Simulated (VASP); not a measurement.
GdO, 4 atoms in the cell. The structure is cubic, space group F-43m (No. 216). Conventional cell: a = 5.400 Å, b = 5.400 Å, c = 5.400 Å, α = 90.00°, β = 90.00°, γ = 90.00°. Gd (site symmetry -43m) is surrounded by 4 O at 2.34 Å. O (site symmetry -43m) is surrounded by 4 Gd at 2.34 Å. The cell comes from a database or a generator and needn't be the stable form of this composition.

```yaml
Program: VASP 6.6.1
Task: single point
Functional: PBEsol
Potentials_or_basis: VASP PAW PBE potentials, release 64 (Gd, O)
Cutoff: 520 eV
k_mesh: 6 × 6 × 6
Occupations: gaussian, width 0.05 eV
Spin: collinear spin, antiferromagnetic start
Starting_moments: "[7.0, -7.0, 0.0, 0.0] μB"
Hubbard_terms: Gd f U = 4 eV
Supercell_matrix: "[1, 1, 0, -1, 1, 0, 0, 0, 1]"
Further_INCAR_settings: ALGO = Normal; EDIFF = 1e-06
```

Potentials or basis: VASP PAW PBE potentials, release 64 (Gd, O).

Command:

```bash
$ cat potpaw_PBE.64/Gd/POTCAR potpaw_PBE.64/O/POTCAR > POTCAR
$ mpirun -np 1 vasp_std > vasp.out
```

Hardware: 1 thread of Intel(R) Xeon(R) Platinum 8375C CPU @ 2.90GHz (Ice Lake), on a shared host.

Task: How long does it take, and how much memory?

Result: Run time: 12 min on 1 thread of Intel(R) Xeon(R) Platinum 8375C CPU @ 2.90GHz (Ice Lake) (shared host), peak memory 0.33 GiB. Counts: scf iterations 41, k points 40.
